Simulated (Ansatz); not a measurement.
# Sn (Immm) in Ansatz: equation of state

How stiff is Sn in PBEsol, and what volume does it want? The cell is scaled to several volumes.

Everything below comes from runs of Ansatz 0.2.0. Logs are shortened: lines on timing, memory, paths and dates and some standing lists are left out, and cuts for length are marked.

### Step 1. The crystal as given

The structure is orthorhombic, space group Immm (No. 71). The conventional cell has a = 3.453 Å, b = 3.551 Å, c = 4.677 Å, α = 90.00°, β = 90.00°, γ = 90.00°. Sn (site symmetry mmm) is surrounded by 12 Sn at 3.41 to 3.55 Å.

This isn't the form of Sn at room conditions, which is tetragonal (white tin).

### Step 2. Single point, PBEsol, 26.95 Å³/atom (volume scaled by 0.94)

The input, input.yaml:

```yaml
crystal:
  lattice:
    - [-1.6912936206, 1.7393011766, 2.2906073406]
    - [1.6912936206, -1.7393011766, 2.2906073406]
    - [1.6912936206, 1.7393011766, -2.2906073406]
  atoms:
    - { symbol: Sn, position: [0.0, 0.0, 0.0] }
hamiltonian:
  xc: pbesol
  pseudopotentials: { kind: paw }
kpoints:
  mp_grid: { grid: [11, 11, 11] }
scf:
  occupations: { method: fermi_dirac, width: 0.05 }
output:
  forces: true
  stress: true
  eigenvalues: true
  write_density: true
  write_potential: true
  elf: true
  volumetric_format: npy
```

Potentials or basis: Ansatz PAW.

The run is started by

```
ansatz run input.yaml --threads 2 --pin off --max-ram 5632MiB --backend cpu --events-out ev --progress --plain --runs-dir out
```

Output:

```text
Warning: RAYON_NUM_THREADS=2 ignored (pool sized by the plan → 2); use --threads N
Engine: ansatz 0.2.0, aarch64-unknown-linux-gnu
Pseudopotentials: kind: paw
Pseudopotential: Sn, paw, valence charge 14, recommended cutoff 420 eV (normal), Sn.paw.azcp
Functional definition: PBEsol
  exchange = pbesol_x
  correlation = pbesol_c
Crystal: 1 atoms, lattice volume = 26.953 Å³
Basis set: ecut = 420 eV, 535 PW (Γ), exchange–correlation on 48×48×48 points (8 copies of the dense FFT grid, shifted against one another)
Bands: 11, of which v1, the nominal top of the filled ones, is band 7 counted from 1 (6 counted from 0)
Symmetry: 8 space group operations
Space group: Immm (ITA 71), of the structure as read, at distance tolerance 3.0e-5 Å
k-points: 216 of 1331
Non-local potential: Sn, projectors of the file, l = 0: 2, l = 1: 2, l = 2: 2, l = 3: 2
PAW form: soft (Blöchl's): semilocal exchange-correlation on the pseudo side does not see the compensation charge
PAW frozen core: Sn, regenerated for the run's functional, and the local potential with it (the file was generated under x = pbe(κ = 0.804, μ = 0.2195149727645171), c = pbe(β = 0.06672455060314922))
PAW one-centre angular grid: Sn, 590 points (default); XC on 64 Gauss nodes
Initial density: superposition of atomic densities (neutral atoms: chi_scale 0, normalization atom), corrected by the library's trained network
Initial wavefunctions: pseudopotential atomic-orbital guess
Functional: x = pbesol(κ = 0.804, μ = 0.12345679012345678), c = pbesol(β = 0.046)
SCF iter   1: F=—  HF=-5949.759940 eV  |F-HF|=—  |Δ(HF+E_count)|=         —  Δρ=2.78e-3  dr2=1.08e-3  ethr=1.77e-3  ⟨swp⟩=5.7  Hψ=14450  notcnv=0
preconditioner: auto → none  [metal: Δε(μ)=0.086 eV  Ē_g=23.025 eV  σ=0.050 eV  W_gap=0.39  n_scr=8 (ndim 8)  ℏωp=26.8 eV  f_vac=0.000  D(μ)=0.46/eV (n_scr^D=0)  sad-step TF]
SCF iter   2: F=—  HF=-5949.758949 eV  |F-HF|=—  |Δ(HF+E_count)|=   9.91e-4  Δρ=1.59e-3  dr2=3.83e-4  ethr=7.71e-6  ⟨swp⟩=1.8  Hψ=4315  notcnv=0
SCF iter   3: F=—  HF=-5949.758840 eV  |F-HF|=—  |Δ(HF+E_count)|=   1.09e-4  Δρ=5.39e-4  dr2=5.94e-5  ethr=2.74e-6  ⟨swp⟩=2.0  Hψ=3842  notcnv=0
SCF iter   4: F=—  HF=-5949.758791 eV  |F-HF|=—  |Δ(HF+E_count)|=   4.94e-5  Δρ=1.03e-4  dr2=2.17e-6  ethr=4.24e-7  ⟨swp⟩=2.0  Hψ=3810  notcnv=0
iter 5 did not close the SCF: its close was put off for the readings that it lacked (scf_convergence_deferred on its scf_iter line)
SCF iter   5: F=-5949.758788 eV  HF=-5949.758788 eV  |F-HF|=2.29e-8  |Δ(HF+E_count)|=   2.18e-6  Δρ=9.14e-6  dr2=1.36e-8  ethr=1.55e-8  ⟨swp⟩=2.0  Hψ=3842  notcnv=0
SCF iter   6: F=-5949.758788 eV  HF=-5949.758788 eV  |F-HF|=2.48e-9  |Δ(HF+E_count)|=   1.11e-8  Δρ=2.70e-6  dr2=1.76e-9  ethr=9.69e-11  ⟨swp⟩=6.1  Hψ=12731  notcnv=0
SCF 1 converged in 6 iterations: F = -5949.758788 eV  dr2 = 1.76e-9
SCF converged after 6 iterations
Free energy (F): -5949.758788 eV
Harris-Foulkes:  -5949.758788 eV  (|F-HF|=2.48e-9)
Internal energy: -5949.754900 eV  (E = F + TS)
E sigma→0 (E₀):  -5949.756844 eV
Entropy (-TS):   -0.003888 eV (-3.888 meV/atom)
Fermi energy:    10.856666 eV
--- Per-component energies (eV) ---
  E_band       = -80.355304
  E_kinetic    = 186.474562
  E_local      = -819.754186  (includes V_loc(G=0)·N_el)
  E_nonlocal   = -30.943650
  E_hartree    = 516.483997
  E_xc         = -379.829764
  E_vxc        = -97.473921  (∫ρ·V_xc dr)
  E_paw        = -4063.204044  (= ΣΔE_a)
  E_vpaw       = -351.628032  (= ΣTr[D̂ρ^β])
  E_aug_tail   = -0.000000  (compensation charges beyond the density's cutoff)
  E_ewald      = -1359.266655
  E_core_change = 0.284840  (= ΣΔE_core)
  E_smearing   = -0.003888  (= −TS)
  E_closure    = 0.000000  (closes the sum)
  Σ components = -5949.758788   (vs F -5949.758788, Δ=0.00e0)
--- Forces (eV/Å), atoms counted from 1 ---
  atom   1  Sn     0.00000000     0.00000000     0.00000000
  max |Σ_I F_I| component: 2.47e-32 eV/Å
--- Stress (GPa, compression-positive) ---
       -0.019996      -0.000000       0.000000
       -0.000000      -1.848641       0.000000
        0.000000       0.000000      -0.487339
  P = ⅓ Tr σ = -0.7853 GPa (-7.853 kbar)
--- Band table (eV; the first three rows and the last of 216) ---
  k-point 0: bands = ["-10.6197", "-10.6022", "-10.5778", "-10.5406", "-10.4984", "-0.3362", "18.3811", "18.5269", "18.9819", "21.5746", "22.3589"]
  k-point 1: bands = ["-10.6202", "-10.5927", "-10.5670", "-10.5437", "-10.4972", "-0.1159", "17.5406", "17.5416", "18.0344", "20.3085", "23.0079"]
  k-point 2: bands = ["-10.6359", "-10.5587", "-10.5522", "-10.5373", "-10.4889", "0.5460", "15.8215", "15.9486", "16.2557", "18.9574", "20.0521"]
  k-point 215: bands = ["-10.6721", "-10.6256", "-10.4538", "-10.4211", "-10.4181", "6.5693", "7.7000", "11.7195", "12.2439", "15.7468", "17.7041"]
```

Wall time 2.5 s (2 threads of Arm Neoverse V2, shared host); peak memory 0.34 GiB.

What came out:

- Free energy: -5949.7588 eV
- Pressure: -0.8 GPa
- Band gap on the k mesh: none (metal or under the smearing width)

Caveat: the PAW data sets come from PBE, with cores solved anew for the run's functional, which leaves a small shift of forces and pressure.

### Step 3. Single point, PBEsol, 27.53 Å³/atom (volume scaled by 0.96)

Edit input.yaml of step 2 so:

```diff
@@ -2,5 +2,5 @@
   lattice:
-    - [-1.6912936206, 1.7393011766, 2.2906073406]
-    - [1.6912936206, -1.7393011766, 2.2906073406]
-    - [1.6912936206, 1.7393011766, -2.2906073406]
+    - [-1.7032045314, 1.75155018, 2.3067389097]
+    - [1.7032045314, -1.75155018, 2.3067389097]
+    - [1.7032045314, 1.75155018, -2.3067389097]
   atoms:
```

Potentials or basis: Ansatz PAW.

The run is started by

```
ansatz run input.yaml --threads 2 --pin off --max-ram 5632MiB --backend cpu --events-out ev --progress --plain --runs-dir out
```

Run time: 2.6 s. Hardware: 2 threads of Arm Neoverse V2, shared host; peak memory 0.34 GiB.

Results (log left out):

```yaml
Free_energy: -5949.7541 eV
Pressure: -1.8 GPa
Band_gap_on_the_k_mesh: none (metal or under the smearing width)
```

Caveat: the PAW data sets come from PBE, with cores solved anew for the run's functional, which leaves a small shift of forces and pressure.

### Step 4. Single point, PBEsol, 28.10 Å³/atom (volume scaled by 0.98)

The input, input.yaml:

```yaml
crystal:
  lattice:
    - [-1.7149511408, 1.7636302181, 2.3226479567]
    - [1.7149511408, -1.7636302181, 2.3226479567]
    - [1.7149511408, 1.7636302181, -2.3226479567]
  atoms:
    - { symbol: Sn, position: [0.0, 0.0, 0.0] }
hamiltonian:
  xc: pbesol
  pseudopotentials: { kind: paw }
kpoints:
  mp_grid: { grid: [11, 11, 11] }
scf:
  occupations: { method: fermi_dirac, width: 0.05 }
output:
  forces: true
  stress: true
  eigenvalues: true
```

The run is started by

```
ansatz run input.yaml --threads 2 --pin off --max-ram 5632MiB --backend cpu --events-out ev --progress --plain --runs-dir out
```

Run time: 1.9 s. Hardware: 2 threads of Arm Neoverse V2, shared host; peak memory 0.34 GiB.

Results (log left out):

```yaml
Free_energy: -5949.7458 eV
Pressure: -2.8 GPa
Band_gap_on_the_k_mesh: none (metal or under the smearing width)
```

Caveat: the PAW data sets come from PBE, with cores solved anew for the run's functional, which leaves a small shift of forces and pressure.

### Step 5. Single point, PBEsol, 28.67 Å³/atom

Edit input.yaml of step 4 so:

```diff
@@ -2,5 +2,5 @@
   lattice:
-    - [-1.7149511408, 1.7636302181, 2.3226479567]
-    - [1.7149511408, -1.7636302181, 2.3226479567]
-    - [1.7149511408, 1.7636302181, -2.3226479567]
+    - [-1.726539, 1.775547, 2.338342]
+    - [1.726539, -1.775547, 2.338342]
+    - [1.726539, 1.775547, -2.338342]
   atoms:
```

The run is started by

```
ansatz run input.yaml --threads 2 --pin off --max-ram 5632MiB --backend cpu --events-out ev --progress --plain --runs-dir out
```

Wall time 1.9 s (2 threads of Arm Neoverse V2, shared host); peak memory 0.34 GiB.

The run converged. Its results:

```yaml
Free_energy: -5949.7343 eV
Pressure: -3.6 GPa
Band_gap_on_the_k_mesh: none (metal or under the smearing width)
```

Caveat: the PAW data sets come from PBE, with cores solved anew for the run's functional, which leaves a small shift of forces and pressure.

### Step 6. Single point, PBEsol, 29.25 Å³/atom (volume scaled by 1.02)

Edit input.yaml of step 5 so:

```diff
@@ -2,5 +2,5 @@
   lattice:
-    - [-1.726539, 1.775547, 2.338342]
-    - [1.726539, -1.775547, 2.338342]
-    - [1.726539, 1.775547, -2.338342]
+    - [-1.7379733663, 1.7873059321, 2.3538281599]
+    - [1.7379733663, -1.7873059321, 2.3538281599]
+    - [1.7379733663, 1.7873059321, -2.3538281599]
   atoms:
```

Potentials or basis: Ansatz PAW.

The run is started by

```
ansatz run input.yaml --threads 2 --pin off --max-ram 5632MiB --backend cpu --events-out ev --progress --plain --runs-dir out
```

It took 2 s on 2 threads of Arm Neoverse V2, shared host; peak memory 0.34 GiB.

The run converged. Its results:

```
Free energy            : -5949.7201 eV
Pressure               : -4.3 GPa
Band gap on the k mesh : none (metal or under the smearing width)
```

Caveat: the PAW data sets come from PBE, with cores solved anew for the run's functional, which leaves a small shift of forces and pressure.

### Step 7. Single point, PBEsol, 29.82 Å³/atom (volume scaled by 1.04)

Edit input.yaml of step 6 so:

```diff
@@ -2,5 +2,5 @@
   lattice:
-    - [-1.7379733663, 1.7873059321, 2.3538281599]
-    - [1.7379733663, -1.7873059321, 2.3538281599]
-    - [1.7379733663, 1.7873059321, -2.3538281599]
+    - [-1.7492592239, 1.79891214, 2.3691131866]
+    - [1.7492592239, -1.79891214, 2.3691131866]
+    - [1.7492592239, 1.79891214, -2.3691131866]
   atoms:
```

The run is started by

```
ansatz run input.yaml --threads 2 --pin off --max-ram 5632MiB --backend cpu --events-out ev --progress --plain --runs-dir out
```

It took 2 s on 2 threads of Arm Neoverse V2, shared host; peak memory 0.34 GiB.

Results (log left out):

```yaml
Free_energy: -5949.7034 eV
Pressure: -5.0 GPa
Band_gap_on_the_k_mesh: none (metal or under the smearing width)
```

Caveat: the PAW data sets come from PBE, with cores solved anew for the run's functional, which leaves a small shift of forces and pressure.

### Step 8. Single point, PBEsol, 30.39 Å³/atom (volume scaled by 1.06)

Edit input.yaml of step 7 so:

```diff
@@ -2,5 +2,5 @@
   lattice:
-    - [-1.7492592239, 1.79891214, 2.3691131866]
-    - [1.7492592239, -1.79891214, 2.3691131866]
-    - [1.7492592239, 1.79891214, -2.3691131866]
+    - [-1.7604013028, 1.810370488, 2.3842034864]
+    - [1.7604013028, -1.810370488, 2.3842034864]
+    - [1.7604013028, 1.810370488, -2.3842034864]
   atoms:
```

The run is started by

```
ansatz run input.yaml --threads 2 --pin off --max-ram 5632MiB --backend cpu --events-out ev --progress --plain --runs-dir out
```

Run time: 2 s. Hardware: 2 threads of Arm Neoverse V2, shared host; peak memory 0.34 GiB.

Results (log left out):

```
Free energy            : -5949.6846 eV
Pressure               : -5.5 GPa
Band gap on the k mesh : none (metal or under the smearing width)
```

Caveat: the PAW data sets come from PBE, with cores solved anew for the run's functional, which leaves a small shift of forces and pressure.

### Step 9. Equation of state, PBEsol

Potentials or basis: Ansatz PAW.

No new run: the results of the series are fitted here.

What came out:

- Equilibrium volume: 26.57 Å³/atom (rough: see the caveat)
- Bulk modulus at fixed shape and positions: 57 GPa (rough)

Energy against volume, from the lowest point:
| volume (Å³/atom) | energy (meV/atom) |
| --- | --- |
| 26.953 | 0.00 |
| 27.526 | 4.73 |
| 28.100 | 13.03 |
| 28.673 | 24.47 |
| 29.247 | 38.70 |
| 29.820 | 55.38 |
| 30.394 | 74.22 |

Caveat: the minimum lies outside the volumes run; the cell was scaled at fixed shape and fractional positions, which overstates the stiffness of a crystal with free parameters, most of all of layers and chains.
